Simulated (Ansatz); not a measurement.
Born–Oppenheimer molecular dynamics of a periodic cell of 24 atoms, MoS2 (start crystal MoS2, start structure P6_3/mmc, volume 1.05 times the crystal's). It goes on from the last frame of an earlier run, with new velocities.

Level of theory: Ansatz, DFT PBE, scalar-relativistic, plane waves, PAW. Settings: PAW set soft_1, cutoff 420 eV, k mesh 2x3x1, fermi-dirac smearing 0.3 eV, no spin polarisation.

```yaml
ensemble: NVT, Langevin thermostat
time_step: 1.5 fs
steps_asked: 189
set_temperature: 2800 K
friction: 0.02 /fs
temperature_schedule: 142 steps to 300 K, then 47 steps to 300 K
seed: 745782
```

Frames 3 fs apart, positions in Å.

Velocities at 45 fs (Å/ps):

```
Mo 1.71 -2.40 1.49
Mo 6.67 0.17 -2.66
S 1.37 -3.55 13.97
S 1.20 3.49 5.29
S -6.20 -2.45 -3.88
S 8.35 4.13 10.00
Mo -2.72 -8.27 2.00
Mo -2.08 -8.43 2.81
S 2.76 3.39 -4.66
S -15.55 -4.09 0.21
S 9.29 -9.53 1.31
S 8.75 11.42 -7.18
Mo -3.62 -2.79 -16.28
Mo 4.05 2.74 2.09
S 6.47 4.10 -16.02
S 8.63 17.17 -4.97
S -13.35 -2.41 -5.93
S 10.19 -13.07 -4.38
Mo -0.80 -3.37 3.59
Mo 8.76 -3.05 10.39
S -7.56 4.18 -5.05
S -2.16 14.49 1.28
S 12.21 2.99 3.59
S -9.21 11.71 11.98
```

```xyz
24
Lattice="-3.2210 -5.5789 0.0000 4.8314 -2.7894 0.0000 0.0000 0.0000 12.5261" Properties=species:S:1:pos:R:3 time_fs=45 energy_less_start_eV=-3.364 T=2988
Mo -0.290 -3.234 2.911
Mo 2.135 -4.366 9.979
S 0.617 -3.434 8.339
S 1.581 -4.388 1.427
S 0.298 -3.490 11.365
S 1.288 -3.999 4.627
Mo 3.190 -3.267 2.892
Mo 0.600 -1.554 10.075
S 3.486 -3.521 8.056
S -0.235 -1.717 1.258
S 3.666 -3.301 11.332
S -0.124 -1.677 4.546
Mo 1.350 -0.416 3.256
Mo 3.473 -1.779 9.657
S 1.767 -0.191 7.909
S 3.050 -1.230 1.533
S 2.203 -0.505 11.296
S 3.048 -1.365 4.418
Mo 1.766 -6.263 3.084
Mo -1.220 -4.178 9.694
S 2.049 -5.949 7.894
S -1.873 -4.470 1.266
S 1.911 -6.476 11.341
S -2.237 -4.531 5.038
24
Lattice="-3.2210 -5.5789 0.0000 4.8314 -2.7894 0.0000 0.0000 0.0000 12.5261" Properties=species:S:1:pos:R:3 time_fs=48 energy_less_start_eV=-3.263 T=2809
Mo -0.288 -3.238 2.916
Mo 2.154 -4.364 9.971
S 0.611 -3.438 8.383
S 1.586 -4.385 1.448
S 0.274 -3.488 11.359
S 1.314 -3.977 4.649
Mo 3.180 -3.291 2.901
Mo 0.593 -1.577 10.081
S 3.494 -3.507 8.043
S -0.286 -1.725 1.267
S 3.694 -3.336 11.335
S -0.099 -1.643 4.531
Mo 1.341 -0.428 3.210
Mo 3.482 -1.767 9.663
S 1.782 -0.178 7.866
S 3.075 -1.181 1.514
S 2.163 -0.505 11.273
S 3.075 -1.404 4.406
Mo 1.765 -6.274 3.093
Mo -1.193 -4.187 9.726
S 2.028 -5.943 7.883
S -1.880 -4.430 1.276
S 1.952 -6.466 11.348
S -2.262 -4.499 5.071
24
Lattice="-3.2210 -5.5789 0.0000 4.8314 -2.7894 0.0000 0.0000 0.0000 12.5261" Properties=species:S:1:pos:R:3 time_fs=51 energy_less_start_eV=-3.032 T=3028
Mo -0.284 -3.243 2.926
Mo 2.169 -4.363 9.957
S 0.606 -3.441 8.431
S 1.594 -4.392 1.482
S 0.260 -3.482 11.367
S 1.341 -3.960 4.672
Mo 3.169 -3.313 2.908
Mo 0.583 -1.599 10.082
S 3.512 -3.489 8.038
S -0.327 -1.722 1.290
S 3.732 -3.369 11.338
S -0.067 -1.609 4.513
Mo 1.339 -0.440 3.163
Mo 3.487 -1.745 9.668
S 1.792 -0.162 7.844
S 3.103 -1.136 1.491
S 2.114 -0.505 11.245
S 3.097 -1.454 4.393
Mo 1.765 -6.285 3.103
Mo -1.169 -4.195 9.759
S 2.011 -5.942 7.887
S -1.881 -4.394 1.289
S 1.994 -6.447 11.360
S -2.277 -4.473 5.098
24
Lattice="-3.2210 -5.5789 0.0000 4.8314 -2.7894 0.0000 0.0000 0.0000 12.5261" Properties=species:S:1:pos:R:3 time_fs=54 energy_less_start_eV=-2.672 T=2671
Mo -0.281 -3.247 2.934
Mo 2.184 -4.370 9.940
S 0.597 -3.441 8.472
S 1.593 -4.405 1.520
S 0.257 -3.478 11.375
S 1.371 -3.939 4.698
Mo 3.156 -3.332 2.914
Mo 0.572 -1.618 10.079
S 3.531 -3.472 8.035
S -0.354 -1.730 1.321
S 3.771 -3.398 11.339
S -0.037 -1.583 4.492
Mo 1.335 -0.457 3.116
Mo 3.497 -1.719 9.672
S 1.796 -0.152 7.835
S 3.127 -1.096 1.473
S 2.063 -0.508 11.205
S 3.118 -1.502 4.383
Mo 1.760 -6.296 3.108
Mo -1.143 -4.201 9.788
S 1.999 -5.936 7.899
S -1.892 -4.356 1.312
S 2.027 -6.428 11.362
S -2.280 -4.442 5.114
24
Lattice="-3.2210 -5.5789 0.0000 4.8314 -2.7894 0.0000 0.0000 0.0000 12.5261" Properties=species:S:1:pos:R:3 time_fs=57 energy_less_start_eV=-2.321 T=2533
Mo -0.278 -3.250 2.939
Mo 2.201 -4.373 9.929
S 0.591 -3.444 8.503
S 1.578 -4.425 1.557
S 0.268 -3.477 11.389
S 1.407 -3.911 4.721
Mo 3.147 -3.346 2.921
Mo 0.558 -1.634 10.082
S 3.552 -3.453 8.036
S -0.378 -1.734 1.344
S 3.808 -3.420 11.336
S -0.019 -1.560 4.478
Mo 1.334 -0.471 3.067
Mo 3.514 -1.687 9.675
S 1.807 -0.146 7.829
S 3.143 -1.073 1.454
S 2.022 -0.516 11.165
S 3.137 -1.538 4.372
Mo 1.746 -6.304 3.114
Mo -1.120 -4.206 9.809
S 1.984 -5.929 7.923
S -1.902 -4.325 1.338
S 2.066 -6.410 11.359
S -2.259 -4.414 5.119
24
Lattice="-3.2210 -5.5789 0.0000 4.8314 -2.7894 0.0000 0.0000 0.0000 12.5261" Properties=species:S:1:pos:R:3 time_fs=60 energy_less_start_eV=-2.052 T=2321
Mo -0.275 -3.257 2.941
Mo 2.213 -4.375 9.919
S 0.579 -3.454 8.523
S 1.556 -4.438 1.589
S 0.290 -3.479 11.414
S 1.442 -3.872 4.737
Mo 3.142 -3.357 2.932
Mo 0.547 -1.648 10.081
S 3.584 -3.432 8.037
S -0.398 -1.743 1.365
S 3.836 -3.439 11.336
S -0.005 -1.540 4.480
Mo 1.337 -0.485 3.019
Mo 3.531 -1.654 9.677
S 1.817 -0.140 7.824
S 3.154 -1.056 1.436
S 1.997 -0.526 11.138
S 3.159 -1.573 4.361
Mo 1.727 -6.309 3.120
Mo -1.096 -4.213 9.827
S 1.971 -5.922 7.942
S -1.911 -4.297 1.365
S 2.097 -6.397 11.355
S -2.223 -4.382 5.122
24
Lattice="-3.2210 -5.5789 0.0000 4.8314 -2.7894 0.0000 0.0000 0.0000 12.5261" Properties=species:S:1:pos:R:3 time_fs=63 energy_less_start_eV=-1.761 T=2254
Mo -0.272 -3.270 2.943
Mo 2.225 -4.380 9.908
S 0.556 -3.470 8.544
S 1.537 -4.438 1.620
S 0.313 -3.471 11.444
S 1.480 -3.837 4.751
Mo 3.134 -3.370 2.945
Mo 0.537 -1.663 10.082
S 3.611 -3.409 8.045
S -0.420 -1.744 1.374
S 3.857 -3.455 11.338
S 0.002 -1.521 4.482
Mo 1.343 -0.494 2.980
Mo 3.547 -1.618 9.681
S 1.832 -0.138 7.822
S 3.160 -1.032 1.425
S 1.972 -0.536 11.115
S 3.184 -1.607 4.349
Mo 1.714 -6.308 3.126
Mo -1.069 -4.224 9.844
S 1.954 -5.910 7.960
S -1.903 -4.280 1.406
S 2.124 -6.371 11.343
S -2.179 -4.352 5.125
24
Lattice="-3.2210 -5.5789 0.0000 4.8314 -2.7894 0.0000 0.0000 0.0000 12.5261" Properties=species:S:1:pos:R:3 time_fs=66 energy_less_start_eV=-1.627 T=2193
Mo -0.267 -3.288 2.952
Mo 2.237 -4.383 9.897
S 0.541 -3.481 8.560
S 1.518 -4.426 1.651
S 0.335 -3.458 11.480
S 1.520 -3.807 4.766
Mo 3.124 -3.378 2.958
Mo 0.533 -1.669 10.074
S 3.638 -3.388 8.058
S -0.453 -1.745 1.378
S 3.863 -3.471 11.347
S 0.015 -1.497 4.486
Mo 1.347 -0.500 2.948
Mo 3.557 -1.581 9.685
S 1.841 -0.148 7.814
S 3.164 -1.011 1.425
S 1.953 -0.542 11.102
S 3.207 -1.629 4.343
Mo 1.700 -6.303 3.127
Mo -1.047 -4.239 9.857
S 1.937 -5.900 7.983
S -1.876 -4.268 1.450
S 2.147 -6.329 11.323
S -2.133 -4.333 5.121
24
Lattice="-3.2210 -5.5789 0.0000 4.8314 -2.7894 0.0000 0.0000 0.0000 12.5261" Properties=species:S:1:pos:R:3 time_fs=69 energy_less_start_eV=-1.624 T=2140
Mo -0.262 -3.307 2.961
Mo 2.248 -4.383 9.887
S 0.532 -3.480 8.572
S 1.483 -4.410 1.677
S 0.364 -3.449 11.515
S 1.544 -3.784 4.785
Mo 3.109 -3.387 2.968
Mo 0.530 -1.673 10.062
S 3.658 -3.378 8.073
S -0.480 -1.734 1.377
S 3.865 -3.492 11.354
S 0.021 -1.467 4.490
Mo 1.354 -0.510 2.918
Mo 3.560 -1.549 9.693
S 1.858 -0.160 7.808
S 3.171 -0.996 1.420
S 1.942 -0.546 11.104
S 3.231 -1.647 4.341
Mo 1.685 -6.295 3.127
Mo -1.030 -4.261 9.874
S 1.919 -5.892 8.009
S -1.840 -4.252 1.488
S 2.168 -6.282 11.293
S -2.094 -4.313 5.117
```

Of the whole run (284 fs, mean temperature of the second half 1057 K): The schedule's set-point averaged 509 K over the second half and the system 1057 K, so it lags behind the ramp. A run of 0.28 ps of so small a system gives no equilibrium averages. Limits of this set-up: coarse k mesh.

The run took 17 min on 2 threads of Intel(R) Xeon(R) 6975P-C (Granite Rapids), with other jobs on the host, peak memory 1.1 GiB.
